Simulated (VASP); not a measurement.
# BeS in VASP: one cell, several levels of theory, part 2 of 2

The system is BeS, a lower-symmetry cell derived from the rocksalt prototype, a generated structure that needn't be the ground state.

VASP 6.6.1, plane waves, PAW. Earlier steps stand in the parts before.

### Step 3. r2SCAN at this geometry

The input, INCAR:

```
ENCUT = 520.000000
SIGMA = 0.010000
EDIFF = 1.00e-07
ALGO = Normal
METAGGA = R2SCAN
PREC = Accurate
IBRION = -1
ISIF = 2
ISMEAR = 0
NBANDS = 11
NELM = 120
NSW = 0
LASPH = .TRUE.
LCHARG = .FALSE.
LWAVE = .FALSE.
LREAL = .FALSE.
```

The input, KPOINTS:

```
KPOINTS created by Atomic Simulation Environment
0
Gamma
10 10 10
0 0 0
```

The input, KPOINTS_OPT:

```
special points
8
Reciprocal
0.0000000000 0.0000000000 0.0000000000 1
0.5000000000 0.0000000000 0.5000000000 1
0.6250000000 0.2500000000 0.6250000000 1
0.3750000000 0.3750000000 0.7500000000 1
0.5000000000 0.5000000000 0.5000000000 1
0.5000000000 0.2500000000 0.7500000000 1
0.1458330000 0.1458330000 0.2916670000 1
0.5000000000 0.5000000000 0.0000000000 1
```

The input, POSCAR:

```
Be S
 1.0000000000000000
     0.0231729720000000    2.3172971968999998    2.3172971968999998
     2.3172971968999998    0.0231729720000000    2.3172971968999998
     2.3404701689000000    2.3404701689000000    0.0000000000000000
 Be  S
   1   1
Cartesian
  0.0000000000000000  0.0000000000000000  0.0000000000000000
  2.3404701688999996  2.3404701688999991  2.3172971968999994
```

On the command line:

```
> mpirun -np 1 vasp_std
```

Standard output, without the iteration lines:

```text
POSCAR found type information on POSCAR BeS
 POSCAR found :  2 types and       2 ions
 -----------------------------------------------------------------------------
|                                                                             |
|                                                                             |
|     You enforced a specific xc type in the INCAR file but a different       |
|     I HOPE YOU KNOW WHAT YOU ARE DOING!                                     |
|                                                                             |
 -----------------------------------------------------------------------------

 LDA part: xc-table for (None), standard interpolation
 POSCAR, INCAR and KPOINTS ok, starting setup
 FFT: planning ... GRIDC
 FFT: planning ... GRID_SOFT
 FFT: planning ... GRID
 WAVECAR not read
 entering main loop
 Start KPOINTS_OPT (optional k-point list driver)
k-point batch [1-8\8]
```

OSZICAR:

```text
N       E                     dE             d eps       ncg     rms          rms(c)
DAV:   1     0.135962842464E+02    0.13596E+02   -0.40669E+03  3810   0.651E+02
DAV:   2    -0.140053711808E+02   -0.27602E+02   -0.26141E+02  5006   0.117E+02
DAV:   3    -0.150912465053E+02   -0.10859E+01   -0.10834E+01  4798   0.224E+01
DAV:   4    -0.150964017361E+02   -0.51552E-02   -0.51541E-02  4682   0.182E+00
DAV:   5    -0.150964332005E+02   -0.31464E-04   -0.31464E-04  4886   0.137E-01    0.659E+00
DAV:   6    -0.135078555434E+02    0.15886E+01   -0.41678E-01  4204   0.421E+00    0.547E+00
DAV:   7    -0.135421541379E+02   -0.34299E-01   -0.82009E-02  4816   0.198E+00    0.183E+00
DAV:   8    -0.135478827437E+02   -0.57286E-02   -0.58073E-03  4484   0.608E-01    0.305E-01
DAV:   9    -0.135483985267E+02   -0.51578E-03   -0.12287E-03  4429   0.276E-01    0.247E-01
DAV:  10    -0.135484073986E+02   -0.88719E-05   -0.44089E-05  4571   0.686E-02    0.952E-02
DAV:  11    -0.135484064947E+02    0.90382E-06   -0.23101E-05  4453   0.214E-02    0.129E-02
DAV:  12    -0.135484071624E+02   -0.66770E-06   -0.14874E-06  4531   0.969E-03    0.770E-04
DAV:  13    -0.135484071437E+02    0.18769E-07   -0.80370E-08  3129   0.234E-03
   1 F= -.13548407E+02 E0= -.13548407E+02  d E =-.852043E-22
       N       E                     dE             ncg
DAV:   1     0.300319933487E+04   -0.19520E+04      176
DAV:   2     0.276524597611E+04   -0.23795E+03      246
DAV:   3     0.275619256630E+04   -0.90534E+01      218
DAV:   4     0.275614506202E+04   -0.47504E-01      232
DAV:   5     0.275614468500E+04   -0.37702E-03      225
DAV:   6     0.275614468352E+04   -0.14768E-05      262
DAV:   7     0.275614468352E+04   -0.58517E-08      206
```

Parts of OUTCAR:

```text
k-points           NKPTS =    171   k-points in BZ     NKDIM =    171   number of bands    NBANDS=     11

   NELECT =       8.0000    total number of electrons

   dimension x,y,z NGX =    24 NGY =   24 NGZ =   28
   dimension x,y,z NGXF=    48 NGYF=   48 NGZF=   56

  energy-cutoff  :      520.00
  volume of cell :       24.88
      direct lattice vectors                 reciprocal lattice vectors
     0.023172972  2.317297197  2.317297197    -0.217948093  0.217948093  0.215768612
     2.317297197  0.023172972  2.317297197     0.217948093 -0.217948093  0.215768612
     2.340470169  2.340470169  0.000000000     0.213632289  0.213632289 -0.215768612

 k-points in reciprocal lattice and weights: KPOINTS created by Atomic Simulation Env
   0.00000000  0.00000000  0.00000000       0.001
   0.10000000  0.00000000  0.00000000       0.004
   0.20000000  0.00000000  0.00000000       0.004
   0.30000000  0.00000000  0.00000000       0.004
   0.40000000 -0.00000000  0.00000000       0.004
   0.50000000  0.00000000  0.00000000       0.002
   0.10000000  0.10000000  0.00000000       0.002
   0.20000000  0.10000000  0.00000000       0.004
[... 163 more k-points ...]

 E-fermi :   6.5826

 k-point     1 :       0.0000    0.0000    0.0000
  band No.  band energies     occupation
      1      -9.3068      2.00000
      2       6.0157      2.00000
      3       6.1678      2.00000
      4       6.3301      2.00000
      5      12.6256      0.00000
      6      15.6128      0.00000
      7      15.8425      0.00000
      8      16.0427      0.00000
      9      17.0691      0.00000
     10      17.0953      0.00000
     11      17.1364      0.00000

 k-point     2 :       0.1000    0.0000    0.0000
  band No.  band energies     occupation
      1      -9.1492      2.00000
      2       5.3361      2.00000
      3       5.9710      2.00000
      4       6.1710      2.00000
      5      12.9666      0.00000
      6      15.3062      0.00000
      7      15.3761      0.00000
      8      15.6409      0.00000
      9      16.2837      0.00000
     10      16.5155      0.00000
     11      17.4737      0.00000

 k-point     3 :       0.2000    0.0000    0.0000
  band No.  band energies     occupation
      1      -8.6926      2.00000
      2       3.3907      2.00000
      3       5.8779      2.00000
      4       6.0466      2.00000
      5      12.6338      0.00000
      6      13.5311      0.00000
      7      13.5963      0.00000
      8      16.4339      0.00000
      9      17.3415      0.00000
     10      17.6557      0.00000
     11      17.9490      0.00000

 k-point     4 :       0.3000    0.0000    0.0000
  band No.  band energies     occupation
      1      -8.0018      2.00000
      2       1.3474      2.00000
      3       5.8084      2.00000
      4       5.9428      2.00000
      5      11.8622      0.00000
      6      12.0582      0.00000
      7      12.1793      0.00000
      8      17.3067      0.00000
      9      19.1199      0.00000
     10      19.1379      0.00000
     11      19.5597      0.00000

 k-point     5 :       0.4000   -0.0000    0.0000
  band No.  band energies     occupation
      1      -7.2594      2.00000
      2      -0.2845      2.00000
      3       5.7906      2.00000
      4       5.8949      2.00000
      5      11.1025      0.00000
      6      11.1769      0.00000
      7      11.4106      0.00000
      8      17.5038      0.00000
      9      21.2648      0.00000
     10      21.2913      0.00000
     11      21.7850      0.00000

 k-point     6 :       0.5000    0.0000    0.0000
  band No.  band energies     occupation
      1      -6.8936      2.00000
      2      -0.9573      2.00000
      3       5.7938      2.00000
      4       5.8855      2.00000
      5      10.7677      0.00000
      6      10.8731      0.00000
      7      11.2094      0.00000
      8      17.5424      0.00000
      9      22.6688      0.00000
     10      22.9700      0.00000
     11      23.6180      0.00000

 k-point     7 :       0.1000    0.1000    0.0000
  band No.  band energies     occupation
      1      -9.0998      2.00000
      2       5.5662      2.00000
      3       5.5949      2.00000
      4       5.9249      2.00000
      5      13.4021      0.00000
      6      14.1449      0.00000
      7      15.0206      0.00000
      8      15.9568      0.00000
      9      16.1580      0.00000
     10      17.9373      0.00000
     11      18.0793      0.00000

 k-point     8 :       0.2000    0.1000    0.0000
  band No.  band energies     occupation
      1      -8.7443      2.00000
      2       4.0655      2.00000
      3       5.2549      2.00000
      4       5.8919      2.00000
      5      12.5302      0.00000
      6      13.5947      0.00000
      7      15.0687      0.00000
      8      15.3489      0.00000
      9      16.7558      0.00000
     10      18.3234      0.00000
     11      18.9617      0.00000

 k-point     9 :       0.3000    0.1000    0.0000
  band No.  band energies     occupation
      1      -8.1271      2.00000
      2       2.0815      2.00000
      3       5.0677      2.00000
      4       5.7025      2.00000
      5      11.3362      0.00000
      6      12.9458      0.00000
      7      13.8144      0.00000
      8      16.4134      0.00000
      9      17.5989      0.00000
     10      19.9029      0.00000
     11      20.2206      0.00000

 k-point    10 :       0.4000    0.1000    0.0000
  band No.  band energies     occupation
      1      -7.3776      2.00000
      2       0.3067      2.00000
      3       5.0921      2.00000
      4       5.3499      2.00000
      5      10.6675      0.00000
      6      12.4510      0.00000
      7      12.4837      0.00000
      8      17.9418      0.00000
      9      18.4028      0.00000
     10      21.8892      0.00000
     11      22.2132      0.00000

 k-point    11 :       0.5000    0.1000    0.0000
  band No.  band energies     occupation
      1      -6.8290      2.00000
      2      -0.7383      2.00000
      3       4.9788      2.00000
      4       5.3270      2.00000
      5      10.5265      0.00000
      6      11.5560      0.00000
      7      12.2862      0.00000
      8      18.0577      0.00000
      9      20.6517      0.00000
     10      22.8107      0.00000
     11      23.8239      0.00000

[... the tables of k-points 12 to 171 left out ...]

  Total       -0.0149681     -0.0149681     -0.0283786     -0.3843196      0.0000000      0.0000000
  in kB       -0.9637057     -0.9637057     -1.8271320    -24.7440842      0.0000000      0.0000000
  external PRESSURE =      -1.2515145 kB  Pullay stress =       0.0000000 kB

 POSITION                                       TOTAL-FORCE (eV/Angst)
 -----------------------------------------------------------------------------------
      0.00000      0.00000      0.00000         0.000000      0.000000      0.000000
      2.34047      2.34047      2.31730        -0.000000     -0.000000     -0.000000
 -----------------------------------------------------------------------------------
    total drift:                               -0.000000     -0.000000      0.000000

  FREE ENERGIE OF THE ION-ELECTRON SYSTEM (eV)
  ---------------------------------------------------
  free  energy   TOTEN  =       -13.5484071437 eV

  energy  without entropy=      -13.5484071437  energy(sigma->0) =      -13.54840714
```

Hardware: 1 MPI rank of Intel Xeon Platinum 8488C, shared host.

The levels at the points of KPOINTS_OPT are read from vasprun.xml.

Levels at the named points, in eV from the top of band v (v: the last filled band by count, c: the next):

| point | v−1 | v | c | c+1 |
| --- | --- | --- | --- | --- |
| Γ | -0.41 | -0.25 | 6.05 | 9.03 |
| X | -3.39 | -3.39 | 1.20 | 4.72 |
| U | -5.43 | -2.68 | 2.56 | 8.01 |
| K | -5.50 | -2.51 | 2.68 | 7.79 |
| L | -0.66 | -0.55 | 4.33 | 4.50 |
| W | -5.69 | -4.18 | 5.23 | 6.09 |

Gap with r2SCAN: 1.19 eV, valence top at (0.15, 0.15, 0.29), conduction bottom at (0.50, 0.50, 0.00). Least direct gap: 4.39 eV. Pressure: -0.13 GPa; the forces vanish within 0.01 eV/Å.

### Step 4. Summary

What follows sums up all 2 parts.

| level | gap (eV) | pressure (GPa) | Ansatz: gap (eV) | Ansatz: pressure (GPa) |
| --- | --- | --- | --- | --- |
| PBE | 0.84 | -0.42 | 0.84 | -0.34 |
| r2SCAN | 1.19 | -0.13 | 1.19 | 0.00 |

What this shows: The gap spans 0.84 eV (PBE) to 1.19 eV (r2SCAN). The two programs agree on the gap within 0.02 eV, far less than the spread between functionals. The two codes have different PAW datasets and cutoffs.
